## How stiff is a slightly smaller crystal?

If two calculations of the same metal disagree by a few percent about its volume, how far apart will they put its bulk modulus? For iridium the answer can be estimated by hand for most of the functionals and corrections tried here. The input is the rest volume, the volume per atom at which the crystal is under no pressure.

Kohn-Sham DFT with ABINIT 10.8.3 for fcc iridium (one-atom cell), without spin polarization or spin-orbit coupling, Fermi-Dirac smearing 0.05 eV. Rest volumes and bulk moduli are fitted to energies at seven volumes, 13.22 to 14.90 Å³/atom. The measured reference is 339 GPa at ambient pressure (high-pressure powder XRD, third-order Birch-Murnaghan fit; pmc:6586894).

```tsv
program	functional	how the value is got	potentials or basis	wave cutoff (eV)	k-mesh	computed bulk modulus (GPa)	computed over measured, less one (%)
ABINIT 10.8.3 (1)	HCTH407	fit, rest volume 13.89 Å³/atom	JTH PAW PBE v2.0	462.6	12x12x12	350.3	3.3
ABINIT 10.8.3 (2)	PBE	fit, rest volume 14.45 Å³/atom	PseudoDojo NC SR PBE v0.5 standard	925.2	12x12x12	350.6	3.4
ABINIT 10.8.3 (3)	BLYP+D4	fit, rest volume 14.40 Å³/atom	JTH PAW PBE v2.0	462.6	12x12x12	350.8	3.5
ABINIT 10.8.3 (4)	PW91+D3(BJ)	fit, rest volume 14.31 Å³/atom	JTH PAW PBE v2.0	462.6	12x12x12	364.7	7.6
ABINIT 10.8.3 (5)	PBE+D3(BJ)	fit, rest volume 14.14 Å³/atom	JTH PAW PBE v2.0	462.6	12x12x12	378.1	11.5
ABINIT 10.8.3 (6)	PBE+D3	fit, rest volume 14.09 Å³/atom	JTH PAW PBE v2.0	462.6	12x12x12	380.9	12.4
ABINIT 10.8.3 (7)	RPBE+D4	fit, rest volume 13.93 Å³/atom	JTH PAW PBE v2.0	462.6	12x12x12	390.7	15.3
ABINIT 10.8.3 (8)	PBEsol+D3(BJ)	fit, rest volume 13.77 Å³/atom	JTH PAW PBE v2.0	462.6	12x12x12	417.6	23.2
```

The eight ABINIT rows compare functionals and dispersion corrections. The PBE row also uses a different potential from the others, so its differences from them have mixed causes.

From plain PBE to PBEsol+D3(BJ) the rest volume shrinks by about 5 percent, and the bulk modulus climbs from 351 to 418 GPa. The rows between them follow the same order: the smaller the crystal, the stiffer it is, although the step from PBE to BLYP+D4 is too small to count. HCTH407 breaks the order, with a small volume and a modulus no higher than that of PBE.

## Two effects of an extra pull

Take the PBE crystal as the starting point and think of every other row as the same crystal with an extra inward pull. The pull may come from another functional, from a dispersion correction that makes the atoms attract each other, or from a change of potential. It draws the atoms together until their repulsion balances it.

The pull changes the stiffness in two ways. Compressed atoms resist further compression more strongly, which raises the modulus. But an attraction that grows as the atoms approach helps whoever is squeezing the crystal, and this lowers the modulus. The outcome depends on how quickly the pull fades as the crystal expands.

Three limiting cases show the range.

- **A constant pull** acts like an outside press. Only the first effect is at work, and the crystal stiffens as much as under real pressure.
- **An undamped attraction between atom pairs**, with an energy that falls as the sixth power of distance, takes back more than half of that gain.
- **A pull that fades still faster** can take back all of it. The crystal is then smaller but no stiffer.

## From the picture to a rule

Let $V$ be the rest volume in a given row and $x = V_{\rm PBE}/V - 1$ the fractional shrinkage. The PBE crystal has the bulk modulus $B_{\rm PBE}$, which rises with pressure at the rate $B' \approx 5$. Let the extra pull $q$, counted as a pressure, fall with volume as $V^{-s}$.

At the new rest volume the pull balances the PBE pressure, so for small shrinkage $q \approx B_{\rm PBE}\,x$. Compression raises the modulus by $B_{\rm PBE}B'x$, and the fading of the pull lowers it by $s\,q$. Together,

$$B \approx B_{\rm PBE}\,[\,1 + (B' - s)\,x\,].$$

A constant pull has $s=0$ and gives a slope of 5. The undamped pair attraction has an energy proportional to $V^{-2}$, hence a pressure proportional to $V^{-3}$, and gives a slope of 2. Practical dispersion corrections are damped at short distance, which makes them grow less steeply under compression, so for them a slope between the two limits is reasonable. A change of functional is not bound to these limits.

A straight line through the PBE point was fitted to the five rows whose pull fades slowly, that is, all but HCTH407 and BLYP+D4. Its slope is about 3.6, taken here as 3.5 for easy use, which gives the rule of thumb:

$$B \approx 351\ \text{GPa}\times(1 + 3.5\,x).$$

**Each percent of shrinkage adds about three and a half percent to the bulk modulus.**

## Two rows by hand

For PBEsol+D3(BJ) the rest volume is 13.77 Å³, against 14.45 Å³ for PBE. The shrinkage is $14.45/13.77 - 1 \approx 0.049$, and 3.5 times this is about 0.17. The estimate is $351 \times 1.17 \approx 411$ GPa, a little under 2 percent below the computed value.

For RPBE+D4, with 13.93 Å³, the shrinkage is about 0.037 and the gain about 0.13. The estimate is $351 \times 1.13 \approx 397$ GPa, about 1.5 percent above the computed 391 GPa. Both rows were part of the fit, so they show how to use the rule and are no independent test of it.

## How good the rule is

Apart from PBE, where it is exact by construction, and HCTH407, the rule stays within 2 percent of the computed moduli. The two limiting slopes do worse on the same six rows: each misses by about 7 percent or more in its worst case. The intermediate slope therefore matters, even over so narrow a range of volumes.

For HCTH407 the rule comes out 14 percent too high, and the rest volume alone gives no warning of this. Had all seven rows been fitted, the slope would have dropped to about 2.7. The energy curves show where the rule goes wrong: relative to PBE, the pull in this row fades roughly as the fifth power of the volume. With $s \approx 5$ and $B' \approx 5$ the two effects cancel, which is the third limiting case. The same curves also determine the modulus, so this locates the cause without confirming it independently. The change of potential against the PBE row cannot be the main reason, since five other rows share it and their pull fades slowly. Whether the fast fading comes from the functional itself or from its use with atomic data made for PBE is untested. In three of the runs, HCTH407 among them, ABINIT also warned that the atomic spheres of these data overlap in the crystal. Every row but PBE uses these data at the same volumes and so has the same overlap, whose effect on the moduli was not tested.

BLYP+D4 has a similarly fast-fading pull, yet the rule misses it by only about 1 percent. Its volume is so close to that of PBE that even a wrong slope does little harm. The printed analysis after this text lists the pull and its fading for each row.

## Where the rule stops

The rule turns a volume into a stiffness, and it magnifies any error in that volume. An error of 1 percent in the distance between atoms is 3 percent in volume, and so about 10 percent in the bulk modulus. The rest volume must therefore belong to the very functional and correction whose modulus is wanted.

The rule has been tried only on iridium, and only for crystals up to 5 percent smaller than that of PBE. Within this range, the question to ask of a new functional or correction is how its pull changes with volume. A nearly uniform pull pushes the slope up towards 5, and a steep short-range one pushes it down, possibly to nothing.

## What this means for the measured value

PBE and BLYP+D4 come within 4 percent of the measured 339 GPa, but they do so with the two largest rest volumes in the table. At 14.06 Å³ per atom, the volume of the database cell around which the runs were made and close to that of the real crystal, the rule gives 385 GPa, about 14 percent above the measurement. Their good agreement thus owes something to an expanded, and therefore softer, crystal. HCTH407 comes equally close at a small volume, because its fast-fading pull cancels the stiffening.

The gap of 14 percent should not be charged to the functionals alone. The reference is a single measurement, and published values for iridium scatter. The measured crystal is also softened a little by temperature and zero-point motion, and the calculations leave out spin-orbit coupling.

Numerical output:

```
Shrinkage and added pull against PBE (PBE row is zero by definition):
                row  V(PBE)/V less one in %  rise of bulk modulus in %  mean added pull in GPa  fall-off power s
  ABINIT 10.8.3 (1)                   4.048                   -0.08557                   14.68             5.067
  ABINIT 10.8.3 (2)                       0                          0                       0                 0
  ABINIT 10.8.3 (3)                  0.3611                    0.05705                   1.458             4.743
  ABINIT 10.8.3 (4)                  0.9764                      4.022                   3.522            0.9616
  ABINIT 10.8.3 (5)                   2.194                      7.844                    8.13             1.578
  ABINIT 10.8.3 (6)                   2.552                      8.642                   9.496             1.778
  ABINIT 10.8.3 (7)                   3.726                      11.44                   13.86             2.253
  ABINIT 10.8.3 (8)                    4.93                      19.11                   18.48              1.46
fit of rise on 5 rows ((shrink > 0) & (fade < 3)): coefficient of shrink 3.567 +/- 0.18; rms 1.12, worst ABINIT 10.8.3 (7) 1.85, leave-one-out rms 1.78
  rows outside the fit (model, value, miss): ABINIT 10.8.3 (1) 14.44, -0.08557, 14.5; ABINIT 10.8.3 (2) 0, 0, 0; ABINIT 10.8.3 (3) 1.288, 0.05705, 1.23
Slope if all seven rows besides the anchor are fitted (% per %): 2.683
Estimates:
                row  rule with slope 3.5 in GPa  its miss in %  with own fall-off in GPa  its miss in %
  ABINIT 10.8.3 (1)                       400.3          14.27                     350.3        0.00269
  ABINIT 10.8.3 (2)                       350.6              0                     350.6              0
  ABINIT 10.8.3 (3)                         355          1.206                       351        0.05248
  ABINIT 10.8.3 (4)                       362.6        -0.5809                     364.6       -0.03231
  ABINIT 10.8.3 (5)                       377.5         -0.152                     377.3        -0.2163
  ABINIT 10.8.3 (6)                       381.9         0.2663                     379.8        -0.2786
  ABINIT 10.8.3 (7)                       396.3          1.438                     387.1        -0.9246
  ABINIT 10.8.3 (8)                       411.1         -1.559                     412.6         -1.201
Rms miss of the rule, seven rows besides the anchor (%): 5.476
Rms miss of the rule, six rows without anchor and HCTH407 (%): 1.031
Largest miss of the rule on these six rows (%): 1.559
Largest miss on these six rows with constant pull, slope B' (%): 6.607
Largest miss on these six rows with r^-6 pull, slope B'-3 (%): 7.576
Change of the estimate for 1 % of volume (GPa): 12.27
Rule at the volume of the table's cell (GPa): 385.1
The same over the measured 339 GPa, less one (%): 13.59
```
